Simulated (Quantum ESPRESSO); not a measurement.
# AlN: energy against volume and a worked fit

Space group F-43m (No. 216). a = 4.368 Å, b = 4.368 Å, c = 4.368 Å, α = 90.00°, β = 90.00°, γ = 90.00°
```json
{"atom": "Al", "site": "4a", "symmetry": "-43m", "x": "0.0000", "y": "0.0000", "z": "0.0000"}
{"atom": "N", "site": "4d", "symmetry": "-43m", "x": "0.2500", "y": "0.2500", "z": "0.7500"}
```

Measurements of this composition are mostly on another form, of space group No. 186.

The cell was scaled at fixed shape and fractions and run with Quantum ESPRESSO, PseudoDojo 0.4.1 SR PBE standard, cutoff 1143 eV; vdW-DF3-opt1, k mesh 10 × 10 × 10 on the cell of 2 atoms, fermi-dirac occupations of 0.05 eV, no spin polarisation, no spin-orbit coupling. The potentials were made for PBE. Energies are those that the program minimises, any entropy of the smearing included.

```tsv
V (Å³/atom)	energy over the lowest row (meV/atom)
9.7922	42.43
10.0006	22.45
10.2089	9.13
10.4173	1.83
10.6256	0.00
10.8340	?
11.0423	10.79
```

Problem. Fit the third-order Birch-Murnaghan form, give V0, B0 and B′, and predict the energy left open.

Solution. With y = (V0/V)^(2/3), E = E0 + (9 V0 B0/16) [(y - 1)³ B′ + (y - 1)² (6 - 4y)]. Least squares through the rows shown give V0 = 10.5950 Å³/atom, E0 = -0.05 meV, B0 = 196.8 GPa (1 eV/Å³ = 160.218 GPa) and B′ = 3.90, with a largest miss of 0.00 meV. At V = 10.8340 the form with these constants gives 3.14 meV; the run gave 3.14 meV an atom.

The fitted minimum lies at 10.5950 Å³/atom, slightly above the volume of the listed cell, and the bulk modulus of 196.8 GPa marks a stiff solid. That stiffness comes from short, strongly polar covalent Al–N bonds in a tetrahedral network. Nitrogen has no p shell in its core, so its 2p orbitals are compact and overlap well with the aluminium 3s and 3p states at short range. The energy climbs more steeply on compression than on expansion because Pauli repulsion grows rapidly as the ions approach, while the bonding attraction fades more gently; the positive B′ expresses this asymmetry.

Scaling at fixed fractions costs nothing here, since symmetry fixes both sites and leaves no internal coordinate to relax. The predicted energy agrees with the run, but the omitted volume lies between fitted rows, so this tests interpolation and the smoothness of the data rather than the accuracy of the functional or behaviour under strong compression. A curve for this polymorph alone cannot establish its energy relative to wurtzite, the known ground-state form.
